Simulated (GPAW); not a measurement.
MnO:

```
Mn O
1.0
     0.00000    2.22391    2.22391
     2.22391    0.00000    2.22391
     2.22391    2.22391    0.00000
Mn O
1 1
Cartesian
  0.0000 0.0000 0.0000
  2.2239 2.2239 2.2239
```

The cell is a database's computed one.

| Property | Result |
| --- | --- |
| Program | GPAW 26.7.0 |
| Task | relaxation of cell and atoms |
| Functional | PBEsol |
| Dispersion | D4 |
| Potentials or basis | PAW data sets generated in the run's folder for this functional |
| Cutoff | 800 eV |
| Basis | pw |
| k mesh | 9 × 9 × 9 |
| Occupations | fermi-dirac, width 0.05 eV |
| Spin | collinear spin, ferromagnetic start |
| Starting moments | [4.0, 0.0] μB |

At the start: pressure -8.3 GPa; volume 11.00 Å³/atom.

**Question.** Where does the relaxation end?

**Answer.** Over 11 steps the energy falls by 17.3 meV/atom and the volume is 10.44 Å³/atom (-5.0 %); space group Fm-3m (No. 225, to 0.05 Å); moment 4.59 μB per cell.

Step by step:
```csv
step,energy change (eV),largest force (eV/Å),pressure (GPa),volume (Å³)
1,0.0000,0.0000,-8.27,22.00
2,-0.0122,0.0000,-7.00,21.73
3,0.0715,0.0000,1.60,20.42
4,0.0691,0.0000,0.39,20.65
5,0.0686,0.0000,2.36,20.72
6,0.0021,0.0000,289.60,20.81
7,-0.0347,0.0000,-1.30,20.90
8,-0.0347,0.0000,-1.27,20.90
9,-0.0346,0.0000,1.48,20.88
10,-0.0347,0.0000,-0.45,20.89
11,-0.0347,0.0000,-0.12,20.89
```

Final structure:
```xyz
2
Lattice="0.0000 2.1859 2.1859 2.1859 0.0000 2.1859 2.1859 2.1859 0.0000" Properties=species:S:1:pos:R:3 pbc="T T T"
Mn    0.0000    0.0000    0.0000
O     2.1859    2.1859    2.1859
```

Caveat: each step starts from the last one's moments, so a moment once lost doesn't come back; later steps reuse the first step's grids; a cell with one magnetic atom can't hold antiferromagnetic order, which such compounds often take; pairwise dispersion overbinds metals, which lowers pressure and volume.
